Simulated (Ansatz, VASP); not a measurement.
# Cross-check of Si (Sigma29 (520)[001] symmetric tilt boundary in Si) between VASP and Ansatz, part 2 of 2

One calculation is typed for both programs; each brings its own data sets. How far apart do they land? The cell is taken from a series of runs on this material, whose earlier steps may have relaxed, scaled, displaced or heated it; both programs get it as it stands.

VASP 6.6.1 and Ansatz 0.2.0.

So far. Step 2 (VASP: single point, r2SCAN): The run ends at a pressure of -3.01 GPa, with forces up to 0.27 eV/Å.

**3. Ansatz: single point, r2SCAN**

Level of this step: Ansatz beside VASP: Kohn-Sham DFT, plane waves, r2SCAN (Ansatz).

Ansatz runs on its default PAW (the set named soft_2) files.

The same cell, functional, mesh and smearing now go to Ansatz, which takes its cutoff from its data sets.

Input file input.yaml:

```yaml
crystal:
  lattice:
    - [5.469, 0.0, 0.0]
    - [-2.7345, 14.72573, 0.0]
    - [0.0, 0.0, 20.64348]
  atoms:
    - { symbol: Si, position: [0.4888, 0.14171, 0.99227] }
    - { symbol: Si, position: [0.81147, 0.06688, 0.03719] }
    - { symbol: Si, position: [0.84878, 0.74755, 0.00904] }
    - { symbol: Si, position: [0.41518, 0.4668, 0.99961] }
    - { symbol: Si, position: [0.11922, 0.33283, 0.0366] }
    - { symbol: Si, position: [0.35284, 0.22498, 0.08043] }
    - { symbol: Si, position: [0.51333, 0.94233, 0.07067] }
    - { symbol: Si, position: [0.08248, 0.63363, 0.03805] }
    - { symbol: Si, position: [0.75656, 0.5126, 0.07746] }
    - { symbol: Si, position: [0.93449, 0.39319, 0.12491] }
    - { symbol: Si, position: [0.06304, 0.11086, 0.12633] }
    - { symbol: Si, position: [0.66891, 0.81175, 0.09876] }
    - { symbol: Si, position: [0.34801, 0.68903, 0.13062] }
    - { symbol: Si, position: [0.54323, 0.56775, 0.16621] }
    - { symbol: Si, position: [0.6297, 0.27641, 0.16679] }
    - { symbol: Si, position: [0.24644, 0.98465, 0.15264] }
    - { symbol: Si, position: [0.93261, 0.86248, 0.18696] }
    - { symbol: Si, position: [0.12923, 0.74155, 0.21917] }
    - { symbol: Si, position: [0.23272, 0.44859, 0.2078] }
    - { symbol: Si, position: [0.81711, 0.15728, 0.20863] }
    - { symbol: Si, position: [0.5087, 0.03432, 0.24216] }
    - { symbol: Si, position: [0.70531, 0.91338, 0.27438] }
    - { symbol: Si, position: [0.82082, 0.61858, 0.25269] }
    - { symbol: Si, position: [0.40523, 0.32728, 0.25352] }
    - { symbol: Si, position: [0.09472, 0.20812, 0.29511] }
    - { symbol: Si, position: [0.28994, 0.08685, 0.33072] }
    - { symbol: Si, position: [0.39146, 0.79121, 0.3087] }
    - { symbol: Si, position: [0.00824, 0.49945, 0.29453] }
    - { symbol: Si, position: [0.70345, 0.38268, 0.33641] }
    - { symbol: Si, position: [0.8814, 0.26328, 0.38386] }
    - { symbol: Si, position: [0.96904, 0.96412, 0.36258] }
    - { symbol: Si, position: [0.57488, 0.66499, 0.33499] }
    - { symbol: Si, position: [0.28509, 0.55087, 0.38089] }
    - { symbol: Si, position: [0.51874, 0.44303, 0.42473] }
    - { symbol: Si, position: [0.55551, 0.14225, 0.42329] }
    - { symbol: Si, position: [0.12456, 0.83353, 0.39067] }
    - { symbol: Si, position: [0.8264, 0.70896, 0.42414] }
    - { symbol: Si, position: [0.14912, 0.63415, 0.46905] }
    - { symbol: Si, position: [0.22272, 0.30906, 0.46172] }
    - { symbol: Si, position: [0.78915, 0.0283, 0.4523] }
    - { symbol: Si, position: [0.4888, 0.64171, 0.96907] }
    - { symbol: Si, position: [0.81147, 0.56688, 0.92414] }
    - { symbol: Si, position: [0.84878, 0.24755, 0.9523] }
    - { symbol: Si, position: [0.41518, 0.9668, 0.96173] }
    - { symbol: Si, position: [0.11922, 0.83283, 0.92473] }
    - { symbol: Si, position: [0.35284, 0.72498, 0.88091] }
    - { symbol: Si, position: [0.51333, 0.44233, 0.89067] }
    - { symbol: Si, position: [0.08248, 0.13363, 0.92328] }
    - { symbol: Si, position: [0.75656, 0.0126, 0.88388] }
    - { symbol: Si, position: [0.93449, 0.89319, 0.83643] }
    - { symbol: Si, position: [0.06304, 0.61086, 0.835] }
    - { symbol: Si, position: [0.66891, 0.31175, 0.86258] }
    - { symbol: Si, position: [0.34801, 0.18903, 0.83072] }
    - { symbol: Si, position: [0.54323, 0.06775, 0.79513] }
    - { symbol: Si, position: [0.6297, 0.77641, 0.79455] }
    - { symbol: Si, position: [0.24644, 0.48465, 0.8087] }
    - { symbol: Si, position: [0.93261, 0.36248, 0.77438] }
    - { symbol: Si, position: [0.12923, 0.24155, 0.74216] }
    - { symbol: Si, position: [0.23272, 0.94859, 0.75354] }
    - { symbol: Si, position: [0.81711, 0.65728, 0.7527] }
    - { symbol: Si, position: [0.5087, 0.53432, 0.71918] }
    - { symbol: Si, position: [0.70531, 0.41338, 0.68696] }
    - { symbol: Si, position: [0.82082, 0.11858, 0.70865] }
    - { symbol: Si, position: [0.40523, 0.82728, 0.70782] }
    - { symbol: Si, position: [0.09472, 0.70812, 0.66623] }
    - { symbol: Si, position: [0.28994, 0.58685, 0.63062] }
    - { symbol: Si, position: [0.39146, 0.29121, 0.65263] }
    - { symbol: Si, position: [0.00824, 0.99945, 0.66681] }
    - { symbol: Si, position: [0.70345, 0.88268, 0.62492] }
    - { symbol: Si, position: [0.8814, 0.76328, 0.57748] }
    - { symbol: Si, position: [0.96904, 0.46412, 0.59876] }
    - { symbol: Si, position: [0.57488, 0.16499, 0.62635] }
    - { symbol: Si, position: [0.28509, 0.05087, 0.58044] }
    - { symbol: Si, position: [0.51874, 0.94303, 0.53661] }
    - { symbol: Si, position: [0.55551, 0.64225, 0.53805] }
    - { symbol: Si, position: [0.12456, 0.33353, 0.57067] }
    - { symbol: Si, position: [0.8264, 0.20896, 0.5372] }
    - { symbol: Si, position: [0.14912, 0.13415, 0.49228] }
    - { symbol: Si, position: [0.22272, 0.80906, 0.49961] }
    - { symbol: Si, position: [0.78915, 0.5283, 0.50904] }
kpoints:
  mp_grid: { grid: [6, 2, 1] }
hamiltonian:
  xc: r2scan
scf:
  occupations: { method: fermi_dirac, width: 0.025 }
output:
  forces: true
```

Command:

```bash
$ ansatz run input.yaml --threads 4 --pin off --max-ram 8192MiB --backend cpu --events-out ev --progress --plain --runs-dir out
```

Numbers of over 12 decimals in the logs are rounded to 6 here.

Log:

```text
Warning: the atoms were moved onto the symmetric positions of the space group found under crystal.symmetry.tolerance 1.0e-5 (fractional; no operation is sought that the atoms, as they stand in a round, miss by more than twice it, and no atom is moved by as much as it), and the run uses the moved positions. Before a round's move an operation carried an atom to 1.50e-4 Å from where it should land, the largest such dist [...]
Engine: ansatz 0.2.0, x86_64-unknown-linux-gnu
Pseudopotentials: kind: paw
Pseudopotential: Si, paw, valence charge 4, recommended cutoff 500 eV (meta_gga), Si.paw.azcp
Functional definition: r2SCAN
  parameter k0 = 0.174
  parameter k1 = 0.065
  parameter a1 = 4.9479
  exchange = r2scan_x(k0 = k0, k1 = k1, a1 = a1)
  correlation = r2scan_c
Crystal: 80 atoms, lattice volume = 1662.523 Å³
Basis set: ecut = 500 eV, 42167 PW (Γ), exchange–correlation on 160×480×640 points (64 copies of the dense FFT grid, shifted against one another)
Bands: 240, of which v1, the nominal top of the filled ones, is band 160 counted from 1 (159 counted from 0)
Symmetry: 2 space group operations
Space group: Pc (ITA 7), of the structure as read, at distance tolerance 1.2e-4 Å
k-points: 8 of 12 (time reversal used)
Non-local potential: Si, projectors of the file, l = 0: 2, l = 1: 2, l = 2: 2
PAW form: soft (Blöchl's): semilocal exchange-correlation on the pseudo side does not see the compensation charge
PAW frozen core: Si, regenerated for the run's functional (the file was generated under x = pbe(κ = 0.804, μ = 0.219515), c = pbe(β = 0.066725))
PAW one-centre angular grid: Si, 302 points (default); XC on 160 Gauss nodes
Initial density: superposition of atomic densities (neutral atoms: chi_scale 0, normalization atom), corrected by the library's trained network
Initial wavefunctions: pseudopotential atomic-orbital guess
Functional: x = r2scan, c = r2scan; τ floored in thin density (d = 2e-4 eV/Å³)
SCF iter   1: F=—  HF=-51108.445595 eV  |F-HF|=—  |Δ(HF+E_count)|=         —  Δρ=4.56e-3  dr2=6.78e-1  dr2_τ=4.15e-1  ethr=1.77e-3  ⟨swp⟩=6.0  Hψ=8916  notcnv=0  defer=385
preconditioner: auto → Kerker (q_TF=auto, 2.073 Å⁻¹)  [metal: Δε(μ)=0.065 eV  Ē_g=8.060 eV  σ=0.025 eV  W_gap=0.47  n_scr=244 (ndim 8)  ℏωp=16.3 eV  f_vac=0.000  D(μ)=6.26/eV (n_scr^D=14)]
SCF iter   2: F=—  HF=-51108.964226 eV  |F-HF|=—  |Δ(HF+E_count)|=   5.19e-1  Δρ=3.07e-3  dr2=3.11e-1  dr2_τ=3.39e-4  ethr=2.12e-4  ⟨swp⟩=3.0  Hψ=3560  notcnv=0  defer=551
SCF iter   3: F=—  HF=-51108.921419 eV  |F-HF|=—  |Δ(HF+E_count)|=   4.28e-2  Δρ=5.02e-4  dr2=1.07e-2  dr2_τ=9.78e-5  ethr=9.71e-5  ⟨swp⟩=3.5  Hψ=2388  notcnv=0  defer=551
SCF iter   4: F=—  HF=-51108.924138 eV  |F-HF|=—  |Δ(HF+E_count)|=   2.72e-3  Δρ=2.42e-4  dr2=4.16e-3  dr2_τ=6.65e-6  ethr=3.33e-6  ⟨swp⟩=2.6  Hψ=2655  notcnv=0  defer=551
SCF iter   5: F=—  HF=-51108.924224 eV  |F-HF|=—  |Δ(HF+E_count)|=   8.64e-5  Δρ=5.74e-5  dr2=2.24e-4  dr2_τ=8.36e-7  ethr=1.30e-6  ⟨swp⟩=2.0  Hψ=1823  notcnv=0  defer=551
SCF iter   6: F=—  HF=-51108.924233 eV  |F-HF|=—  |Δ(HF+E_count)|=   9.13e-6  Δρ=1.86e-5  dr2=1.53e-5  dr2_τ=5.21e-8  ethr=7.00e-8  ⟨swp⟩=2.8  Hψ=2849  notcnv=0  defer=551
SCF iter   7: F=—  HF=-51108.924079 eV  |F-HF|=—  |Δ(HF+E_count)|=   1.54e-4  Δρ=4.95e-6  dr2=1.31e-6  dr2_τ=4.64e-9  ethr=4.78e-9  ⟨swp⟩=2.8  Hψ=3103  notcnv=0  defer=551
SCF iter   8: F=—  HF=-51108.924080 eV  |F-HF|=—  |Δ(HF+E_count)|=   2.82e-7  Δρ=1.52e-6  dr2=1.07e-7  dr2_τ=5.55e-10  ethr=4.08e-10  ⟨swp⟩=2.4  Hψ=2548  notcnv=0  defer=551
SCF iter   9: F=-51108.924080 eV  HF=-51108.924080 eV  |F-HF|=2.04e-10  |Δ(HF+E_count)|=   1.86e-8  Δρ=4.17e-7  dr2=6.98e-9  dr2_τ=4.33e-11  ethr=3.13e-11  ⟨swp⟩=4.0  Hψ=4859  notcnv=0
SCF 1 converged in 9 iterations: F = -51108.924080 eV  dr2 = 6.98e-9
  greatest PAW one-centre occupation: 0.680 electrons in one spin orbital (limit 2), on the Si atom at site 41 (counted from 0), in its partial waves of l = 0
SCF converged after 9 iterations
Free energy (F): -51108.924080 eV
Harris-Foulkes:  -51108.924080 eV  (|F-HF|=2.04e-10)
Internal energy: -51108.909509 eV  (E = F + TS)
E sigma→0 (E₀):  -51108.916794 eV
Entropy (-TS):   -0.014571 eV (-0.182 meV/atom)
Fermi energy:    6.064570 eV
--- Per-component energies (eV) ---
  E_band       = 196.465358
  E_kinetic    = 3181.381367
  E_local      = -2327.332886  (includes V_loc(G=0)·N_el)
  E_nonlocal   = 1980.841529
  E_hartree    = 671.184725
  E_xc         = -4095.279335
  E_vxc        = -3948.023842  (∫ρ·V_xc dr)
  E_paw        = -41549.790640  (= ΣΔE_a)
  E_vpaw       = -189.252060  (= ΣTr[D̂ρ^β])
  E_aug_tail   = 0.000357  (compensation charges beyond the density's cutoff)
  E_vtau       = 156.482204  (kinetic-family band-sum trace: ∫τ·v_τ [+ j·A + Jᵃ·Aᵃ] dr)
  E_ewald      = -8963.799987
  E_core_change = -6.114639  (= ΣΔE_core)
  E_smearing   = -0.014571  (= −TS)
  E_closure    = -0.000000  (closes the sum)
  Σ components = -51108.924080   (vs F -51108.924080, Δ=0.00e0)
--- Forces (eV/Å), atoms counted from 1 ---
  atom   1  Si     0.09175008     0.11628298     0.21192074
  atom   2  Si    -0.07093197    -0.12695379     0.19579811
  atom   3  Si    -0.01029607    -0.04098206     0.12385925
  atom   4  Si     0.12275119    -0.09262440    -0.06573348
  atom   5  Si     0.05374628     0.10589498     0.08848759
  atom   6  Si    -0.00752375    -0.08440131     0.02372717
  atom   7  Si     0.04060866     0.07608884    -0.11088682
  atom   8  Si    -0.15144938     0.08283219     0.06139874
  atom   9  Si    -0.00938262    -0.07137432     0.15576143
  atom  10  Si    -0.03597262     0.00693214     0.02167451
  atom  11  Si    -0.08064154     0.04238144    -0.08658972
  atom  12  Si    -0.01357926     0.01913004    -0.00233628
  atom  13  Si     0.03142202     0.00951146     0.02409293
  atom  14  Si     0.02435304    -0.03775720    -0.00406051
  atom  15  Si     0.02203278     0.03066791    -0.01738358
  atom  16  Si     0.00513261     0.00408706     0.01342410
  atom  17  Si     0.04520654    -0.02298163    -0.00629338
  atom  18  Si    -0.01776868    -0.01235082    -0.01859708
  atom  19  Si    -0.02367802    -0.02628326     0.02353228
  atom  20  Si     0.02947400     0.00931832    -0.00505114
  atom  21  Si     0.01809720     0.01150861     0.01983169
  atom  22  Si    -0.04554072     0.02370026     0.00695405
  atom  23  Si    -0.02915845    -0.00883776     0.00493832
  atom  24  Si     0.02367999     0.02585022    -0.02348388
[...]
atom  73  Si     0.00745518     0.08478702     0.02262815
  atom  74  Si    -0.05491408    -0.10686771     0.08891566
  atom  75  Si     0.15207813    -0.08276182     0.06074349
  atom  76  Si    -0.04125046    -0.07739023    -0.11293710
  atom  77  Si     0.07120516     0.12779793     0.19578693
  atom  78  Si    -0.09265959    -0.11686939     0.21175233
  atom  79  Si    -0.12213214     0.09294877    -0.06606988
  atom  80  Si     0.01068114     0.04335496     0.12342497
  max |Σ_I F_I| component: 1.07e-5 eV/Å
```

**4. Differences**

Known differences besides the potentials themselves: VASP keeps PBE cores, Ansatz makes them for the functional; the cutoff is 500 eV in Ansatz and 440 eV in VASP (PREC = Accurate, projectors in real space). Total energies have different zeros and are not compared.

Forces on 7 of the 80 atoms, those with the largest forces and the largest differences (eV/Å; atoms numbered as in POSCAR):

```csv
atom,"Ansatz x, y, z","VASP x, y, z"
Si1,"0.092, 0.116, 0.212","0.093, 0.127, 0.218"
Si2,"-0.071, -0.127, 0.196","-0.074, -0.131, 0.214"
Si37,"0.071, 0.128, -0.196","0.075, 0.132, -0.216"
Si38,"-0.093, -0.117, -0.212","-0.094, -0.128, -0.217"
Si41,"0.092, 0.116, -0.212","0.093, 0.126, -0.219"
Si42,"-0.071, -0.127, -0.196","-0.076, -0.132, -0.215"
Si78,"-0.093, -0.117, 0.212","-0.093, -0.127, 0.220"
```

The forces differ by 4.7 meV/Å r.m.s., which is 6.2 % of the r.m.s. force of 0.076 eV/Å (both taken over all components).

**5. Outcome**

```yaml
r_m_s_force_difference_single_point_r2scan: 4.7 meV/Å
```

In words: The r.m.s. force difference is 4.7 meV/Å (single point, r2SCAN), within the 12 meV/Å picked in this series as the mark of a large difference. Such differences can come from data sets, numerical settings and the points named under the comparisons, not from the functional's error against experiment.

[Lines on the potential files, build, host, timing and source positions are cut from VASP's logs without a mark.]

[Logs are printed without paths, hosts, clocks, repeated set-up lines and the standing remarks that a program may print on its own settings, such as how far it seeks lower states.]

[Hosts, paths, dates, database ids (printed as entryN), source tags and the programs' standing remarks are cut or masked in the printed files.]
